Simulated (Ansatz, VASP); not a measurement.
**TaN in VASP and in Ansatz**

Contents of INCAR:

```
SYSTEM = TaN
PREC     = Accurate       ! precision mode
ENCUT    = 520            ! plane-wave cutoff, eV
EDIFF    = 1E-6           ! SCF threshold, eV
ISMEAR   = 0              ! smearing method
SIGMA    = 0.15           ! smearing width, eV
LREAL    = .False.        ! projectors in reciprocal space
LASPH    = .True.         ! aspherical terms in the spheres
NELM     = 100            ! most SCF steps
ALGO     = Fast           ! electronic algorithm
ISIF     = 2              ! what is computed and relaxed
LWAVE    = .False.        ! write WAVECAR
LCHARG   = .False.        ! write CHGCAR
NBANDS   = 15             ! bands
```

Contents of KPOINTS:

```
regular mesh
0
Gamma
  20 20 20
  0 0 0
```

Contents of POSCAR:

```
TaN
1.0
    0.0000000000      2.2404123318      2.0611793452
    2.2404123318      0.0000000000      2.0611793452
    2.2404123318      2.2404123318      0.0000000000
Ta N
1 1
Direct
    0.5000000000      0.5000000000      0.5000000000
    0.0000000000      0.0000000000      0.0000000000
```

Input for Ansatz:

```yaml
crystal:
  lattice:
    - [0.0, 2.2404123318, 2.0611793452]
    - [2.2404123318, 0.0, 2.0611793452]
    - [2.2404123318, 2.2404123318, 0.0]
  atoms:
    - { symbol: Ta, position: [0.5, 0.5, 0.5] }
    - { symbol: "N", position: [0.0, 0.0, 0.0] }
basis:
  ecutwfc: 420
kpoints:
  mp_grid: { grid: [20, 20, 20] }
hamiltonian:
  xc: lda
scf:
  occupations: { method: gaussian, width: 0.15 }
output:
  forces: true
  stress: true
  eigenvalues: true
```

Alike in both runs: task single point; functional LDA; k mesh 20 × 20 × 20; occupations gaussian, width 0.15 eV; no spin polarisation.

|  | VASP | Ansatz |
| --- | --- | --- |
| version | VASP 6.6.1 | Ansatz 0.2.0 |
| potentials or method | VASP PAW LDA potentials, release 64 (Ta_pv, N) | scalar-relativistic, plane waves, PAW |
| plane-wave cutoff (eV) | 520 | 420 |
| valence electrons in the cell | 16 | 18 |

Ansatz gave:

```
gap on the k mesh at the Fermi level (eV)       : none
pressure (GPa)                                  : 4.1
largest component of the traceless stress (GPa) : 40.95
```

What did VASP give for the same quantities?

gap on the k mesh at the Fermi level (eV): none; pressure (GPa): 6.2; largest component of the traceless stress (GPa): 41.71.

A gap of «none» marks a metal or a gap that the smearing closes. The two sets of potentials don't hold the same shells in valence.

The runs have no spin-orbit coupling, so splittings on Ta are missing.
